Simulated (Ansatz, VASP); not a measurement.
# MnO: VASP beside Ansatz

```
Mn O
1.0
     0.00000    2.22200    2.22200
     2.31088    0.00000    2.22200
     2.31088    2.22200    0.00000
Mn O
1 1
Direct
  0.00000 0.00000 0.00000
  0.50000 0.50000 0.50000
```

Change from the starting cell: strain = 0.04.

Alike in both runs: task relaxation of the atoms; functional PBE; k mesh 7 × 7 × 7; occupations fermi-dirac, width 0.05 eV; collinear spin, ferromagnetic start.

|  | VASP | Ansatz |
| --- | --- | --- |
| version | VASP 6.6.1 | Ansatz 0.2.0 |
| potentials or method | VASP PAW PBE potentials, release 64 (Mn_pv, O) | Ansatz PAW |
| plane-wave cutoff (eV) | 520 | 420 |
| valence electrons in the cell | 19 | 21 |

Ansatz gave:

* gap on the k mesh at the Fermi level, each at its own relaxed structure (eV): none
* net moment per atom (μB): 2.41
* size of the moment on the site where the two differ most (μB): 4.09

Q: Estimate VASP's values.

A: gap on the k mesh at the Fermi level, each at its own relaxed structure (eV): none; net moment per atom (μB): 2.41; size of the moment on the site where the two differ most (μB): 4.38.

Site moments also hang on the region over which each program counts them. A gap of «none» marks a metal or a gap that the smearing closes. The two sets of potentials don't hold the same shells in valence.

Caveats: the relaxation stopped at its first step, so nothing moved; a cell with one magnetic atom can't hold antiferromagnetic order, which such compounds often take; semilocal functionals often make such compounds metallic where correlation or magnetic order opens a gap, which also shifts bond lengths.
